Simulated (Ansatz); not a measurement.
Results of r²SCAN-D4 (plane waves, PAW; Ansatz, an electronic-structure program) for spinel MgAl2O4.

Numerical settings: plane-wave cutoff 560 eV, 8×8×8 k mesh, Fermi–Dirac smearing 0.01 eV, scalar-relativistic PAW data made under PBE.

Computed at the level's own relaxed cell.

Question: What does this level give for the volume per atom, lattice parameter a, band gap and smallest direct gap on the k points sampled?

Answer: 
- volume per atom = 9.35 Å³/atom
- lattice parameter a = 8.063 Å
- band gap = 6.27 eV
- smallest direct gap on the k points sampled = 6.29 eV

Measured, for comparison: band gap 7.8 eV (temperature not stated, no zero-point or thermal correction; as tabulated in Neo et al. (2023), doi:10.1002/gch2.202200236); equilibrium volume per atom 9.40 Å³/atom, lattice constant a 8.074 Å (0 K, fit to 77–300 K taken to 0 K; as tabulated in Grimes and Al-Ajaj (1992), doi:10.1088/0953-8984/4/30/004). Computed (rounded) less measured: band gap -1.53 eV, equilibrium volume per atom -0.5 %, lattice constant a -0.1 %.

The computed numbers hold no vibrational or temperature effects.

It cost around 10 core-minutes (rough) of CPU time.
